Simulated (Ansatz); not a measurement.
**EuS (rocksalt): zero-pressure volume and bulk modulus with r²SCAN + rVV10**

One table from this session's results is given with a row withheld; the runs are named, their logs left out.

Method: DFT r²SCAN + rVV10 with U = 4 eV on Eu 4f, scalar-relativistic, plane waves, PAW, in Ansatz 0.2.0.

2 further runs of the same task are left out: 1 that didn't finish, 1 set aside as unsound or not needed.

## The structure to begin with

It takes space group Fm-3m (No. 225, cubic). Conventional cell: a = 5.957 Å, b = 5.957 Å, c = 5.957 Å, α = 90.00°, β = 90.00°, γ = 90.00°. Eu (site symmetry m-3m) has 6 S at 2.98 Å as nearest neighbours. Around S (site symmetry m-3m) lie 6 Eu at 2.98 Å.

Structure file:

```xyz
2
Lattice="0.0000 2.9785 2.9785 2.9785 0.0000 2.9785 2.9785 2.9785 0.0000" Properties=species:S:1:pos:R:3 pbc="T T T"
Eu    2.9785    2.9785    2.9785
S     0.0000    0.0000    0.0000
```

At PBE+U (U_eff = 6 eV on Eu 4f), an earlier run found 0.74 GPa for this cell of 26.424 Å³/atom (8×8×8 mesh), mesh gap 0.70 eV, moments in the atoms' spheres Eu 6.86; S -0.06 μB.

Set-up of the first run:

Input file input.yaml:

```yaml
crystal:
  lattice:
    - [0.0, 2.978501867, 2.978501867]
    - [2.978501867, 0.0, 2.978501867]
    - [2.978501867, 2.978501867, 0.0]
  atoms:
    - { symbol: Eu, position: [0.5, 0.5, 0.5], spin: 7.55 }
    - { symbol: S, position: [0.0, 0.0, 0.0] }
basis:
  ecutwfc: 500
  ecutrho_ratio: 4
kpoints:
  mp_grid: { grid: [8, 8, 8] }
hamiltonian:
  xc: r2scan
  dispersion: rvv10
  hubbard: { sites: [{ species: Eu, l: f, u_eff: 4.0 }] }
scf:
  occupations: { method: gaussian, width: 0.05 }
  lower_state_search: "off"
output:
  forces: true
  stress: true
  eigenvalues: true
  populations: true
  hubbard: { sites: [{ species: Eu, l: f }] }
magnetization:
  spin_polarized: true
checkpoint:
  read: start.run
  write: ck
  compress: false
  write_wavefunctions: false
  write_every: 100000
```

start.run holds the state of a PBE+U run on this cell.

The run is started by

```bash
ansatz run input.yaml --threads 4 --pin off --max-ram 6144MiB --backend cpu --events-out ev --progress --plain --runs-dir out
```

Steps of the session up to this table: At the given cell; Stepping to 26.267 Å³/atom; Stepping to 25.994 Å³/atom; Volume × 0.98 of the new zero; Volume × 1.02 of the new zero; Volume × 0.96 of the new zero; Volume × 1.04 of the new zero.

One of the session's tables, all rows but one given; the rest of the session is left out.

```
volume (Å³/atom)  energy (meV/atom)  pressure (GPa)
          24.954               7.74            2.47
          25.474                  ?               ?
          25.994               0.00            0.00
          26.514               1.75           -1.06
          27.034               6.79           -2.02
```

**Question.** Estimate the row for volume (Å³/atom) = 25.474.

Worked estimate for «energy (meV/atom)». A straight line through the neighbours (24.954, 7.74) and (25.994, 0.00) gives 7.74 + (0.00 − 7.74) × (25.474 − 24.954) / (25.994 − 24.954) = 3.87; a parabola fitted to 3 rows on both sides gives 2.00.

As computed: energy (meV/atom): 1.87; pressure (GPa): 1.17. In «energy (meV/atom)» the line misses by +2.00 and the parabola by +0.13.

volume (Å³/atom), energy (meV/atom) and a bar:
```
    24.95        7.7 ##############################
    25.47        1.9 #######
    25.99        0.0 
    26.51        1.8 #######
    27.03        6.8 ##########################
```

Caveats from the session: Warnings in the runs' records: stability check not made.
